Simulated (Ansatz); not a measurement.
# W: the cost of one run

Program: Ansatz 0.2.0. Level of theory: DFT r2SCAN, scalar-relativistic, plane waves, PAW. These are calculated values, not measurements.

1 further run of the same task is left out (set aside as unsound or not needed).

### 1 The system as given

Symmetry: Im-3m, No. 229, cubic system. Conventional cell: a = 3.168 Å, b = 3.168 Å, c = 3.168 Å, α = 90.00°, β = 90.00°, γ = 90.00°. W (site symmetry m-3m) is surrounded by 8 W at 2.74 Å.

As a file:

```
W
1.0
    -1.58422    1.58422    1.58422
     1.58422   -1.58422    1.58422
     1.58422    1.58422   -1.58422
W
1
Direct
  0.00000 0.00000 0.00000
```

It is the result of an earlier relaxation at this level (volume 15.90 Å³/atom; gap on the mesh: none (metal)).

### 2 Static run: bands, density of states and charges

input.yaml reads:

```yaml
crystal:
  lattice:
    - [-1.5842204934, 1.5842204934, 1.5842204934]
    - [1.5842204934, -1.5842204934, 1.5842204934]
    - [1.5842204934, 1.5842204934, -1.5842204934]
  atoms:
    - { symbol: W, position: [0.0, 0.0, 0.0] }
basis:
  ecutwfc: 500
kpoints:
  mp_grid: { grid: [18, 18, 18] }
  band_path:
    path:
      - [[0.0, 0.0, 0.0], [0.5, -0.5, 0.5], [0.0, 0.0, 0.5], [0.0, 0.0, 0.0], [0.25, 0.25, 0.25], [0.5, -0.5, 0.5]]
      - [[0.25, 0.25, 0.25], [0.0, 0.0, 0.5]]
    npoints: 14
hamiltonian:
  xc: r2scan
scf:
  occupations: { method: gaussian, width: 0.1 }
  n_extra_bands: 6
output:
  forces: true
  stress: true
  eigenvalues: true
  populations: true
  dos: { projected: true, de: 0.02, nscf_kmesh: { grid: [27, 27, 27] } }
  bader: true
  write_density: true
  write_potential: true
  elf: true
  volumetric_format: npy
```

The run is started by

```bash
$ ansatz run input.yaml --threads 1 --pin off --max-ram 2560MiB --backend cpu --events-out ev --progress --plain --runs-dir out
```

**Question.** How long does this run take on 1 thread of AMD EPYC 7R43 (Zen 3), shared host, and how much memory does it need?

About 35 s, with a peak of 0.43 GiB.
